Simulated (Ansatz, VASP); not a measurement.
MgI2 in VASP and in Ansatz

File INCAR:

```
PREC     = Accurate       # precision mode
ENCUT    = 520            # plane-wave cutoff, eV
EDIFF    = 1E-6           # SCF threshold, eV
ISMEAR   = 0              # smearing method
SIGMA    = 0.05           # smearing width, eV
LREAL    = F              # projectors in reciprocal space
LASPH    = T              # aspherical terms in the spheres
NELM     = 80             # most SCF steps
ALGO     = Normal         # electronic algorithm
ISIF     = 2              # what is computed and relaxed
LWAVE    = F              # write WAVECAR
LCHARG   = F              # write CHGCAR
GGA      = PE             # functional
NBANDS   = 15             # bands
```

File KPOINTS:

```
regular mesh
0
Gamma
  6 6 4
```

The input POSCAR:

```
MgI2
1.0
    4.1846439568      0.0000000000      0.0000000000
   -2.0923219784      3.6240079724      0.0000000000
    0.0000000000      0.0000000000      7.7698369697
Mg I
1 2
Direct
    0.0000000000      0.0000000000      0.0000000000
    0.3333333333      0.6666666667      0.7973879295
    0.6666666667      0.3333333333      0.2026120705
```

Input for Ansatz:

```yaml
crystal:
  lattice:
    - [4.1846439568, 0.0, 0.0]
    - [-2.0923219784, 3.6240079724, 0.0]
    - [0.0, 0.0, 7.7698369697]
  atoms:
    - { symbol: Mg, position: [0.0, 0.0, 0.0] }
    - { symbol: I, position: [0.3333333333, 0.6666666667, 0.7973879295] }
    - { symbol: I, position: [0.6666666667, 0.3333333333, 0.2026120705] }
basis:
  ecutwfc: 520.0
kpoints:
  mp_grid: { grid: [6, 6, 4] }
hamiltonian:
  xc: pbe
scf:
  occupations: { method: gaussian, width: 0.05 }
output:
  forces: true
  stress: true
  eigenvalues: true
```

Alike in both runs: task single point; functional PBE; k mesh 6 × 6 × 4; occupations gaussian, width 0.05 eV; no spin polarisation.

|  | VASP | Ansatz |
| --- | --- | --- |
| version | VASP 6.6.1 | Ansatz 0.2.0 |
| potentials or method | VASP PAW PBE potentials, release 64 (Mg, I) | scalar-relativistic, plane waves, PAW |
| plane-wave cutoff (eV) | 520 | 520 |
| valence electrons in the cell | 16 | 44 |

|  | VASP | Ansatz | Ansatz less VASP |
| --- | --- | --- | --- |
| gap on the k mesh at the Fermi level (eV) | 3.78 | 3.79 | +0.017 |
| least direct gap on the mesh (eV) | 3.99 | 4.01 | +0.013 |
| pressure (GPa) | 1.7 | 1.8 | +0.05 |
| largest component of the traceless stress (GPa) | 0.63 | 0.62 | -0.008 |
| rms of the force components (eV/Å) | 0.259 | 0.263 | +0.0044 |

Atom by atom the forces differ by 0.004 eV/Å (rms over components). The two sets of potentials don't hold the same shells in valence.

Caveats: spin-orbit coupling is left out, which moves the levels of the heavy elements; this functional lacks dispersion, which binds the layers, so the pressure and a relaxed spacing across them are unreliable. A k mesh can miss the band edges.
